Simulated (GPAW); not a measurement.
# Ir: band structure with PBEsol

Ir:

```
Ir
1.0
     0.00000    1.91560    1.91560
     1.91560    0.00000    1.91560
     1.91560    1.91560    0.00000
Ir
1
Cartesian
  0.0000 0.0000 0.0000
```

```yaml
Program: GPAW 26.7.0
Task: band structure
Functional: PBEsol
Potentials_or_basis: PAW data sets generated in the run's folder for this functional
Cutoff: 600 eV
Basis: pw
k_mesh: 12 × 12 × 12
Occupations: fermi-dirac, width 0.05 eV
Spin: spin-orbit coupling, no magnetisation
Maxiter: 150
Band_path: GXWKGLUWLK,UX
Band_points: 100
spin_axis_theta_degrees: 0
spin_axis_phi_degrees: 0
Soc_after_scf: second variation
```

* Pressure: -2.0 GPa
* Band gap along the path: none (metal or under the smearing width)

Levels at the corners of the path, in eV from the Fermi level:
```tsv
point	band 10	band 11	band 12	band 13	band 14	band 15	band 16	band 17	band 18
Γ	-4.47	-4.47	-4.47	-3.59	-3.59	-1.21	-1.21	-1.21	-1.21
X	-7.58	0.55	0.55	0.97	0.97	1.47	1.47	1.95	1.95
W	-5.13	-5.12	-5.12	-1.91	-1.91	1.38	1.38	8.06	8.06
K	-6.21	-3.15	-3.15	-1.05	-1.05	0.55	0.55	6.12	6.12
Γ	-4.47	-4.47	-4.47	-3.59	-3.59	-1.21	-1.21	-1.21	-1.21
L	-4.68	-3.77	-3.77	-0.86	-0.86	0.46	0.46	1.10	1.10
U	-6.21	-3.15	-3.15	-1.05	-1.05	0.55	0.55	6.12	6.12
W	-5.13	-5.12	-5.12	-1.91	-1.91	1.38	1.38	8.06	8.06
L	-4.68	-3.77	-3.77	-0.86	-0.86	0.46	0.46	1.10	1.10
K	-6.21	-3.15	-3.15	-1.05	-1.05	0.55	0.55	6.12	6.12
U	-6.21	-3.15	-3.15	-1.05	-1.05	0.55	0.55	6.12	6.12
X	-7.58	0.55	0.55	0.97	0.97	1.47	1.47	1.95	1.95
```

It took 25 s on 1 thread of Arm Neoverse V1, with other jobs on the host, peak memory 0.24 GiB.

Caveat: spin-orbit coupling was added after a scalar SCF, so levels and gaps hold it while energy, forces, pressure and moments don't; this program's spin-orbit splittings come out too wide for heavy elements.
